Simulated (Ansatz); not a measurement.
## Ge: equation of state with r2SCAN

Ge:

```
Ge
1.0
     3.99759    0.00000    0.00000
    -1.99879    3.46201    0.00000
     0.00000    0.00000    6.59938
Ge
4
Cartesian
  0.0000 2.3080 6.1843
  1.9988 1.1540 2.8846
  0.0000 2.3080 3.7148
  1.9988 1.1540 0.4151
```

This isn't the form of Ge at room conditions, which is diamond.

| Quantity | Value |
| --- | --- |
| Program | Ansatz 0.2.0 |
| Task | equation of state |
| Functional | r2SCAN |
| Potentials or basis | Ansatz PAW |
| Cutoff | 500 eV |
| Density cutoff | 2000 eV |
| k mesh | 8 × 8 × 4 |
| Occupations | fermi-dirac, width 0.05 eV |
| Spin | no spin polarisation |

```
Equilibrium volume                        : 22.82 Å³/atom
Bulk modulus at fixed shape and positions : 70 GPa
Pressure derivative of the bulk modulus   : 5.4
```

Energy against volume, from the lowest point:
```
volume (Å³/atom)  energy (meV/atom)
          21.463              20.06
          21.920               8.45
          22.377               1.95
          22.833               0.00
          23.290               2.09
          23.747               7.65
          24.203              16.31
```

All runs of the series together: 47 s on 2 threads of Arm Neoverse V2, with other jobs on the host.

Caveat: the cell was scaled at fixed shape and fractional positions, which overstates the stiffness of a crystal with free parameters, most of all of layers and chains; the PAW data sets were made with another functional, which shifts forces and pressure a little.
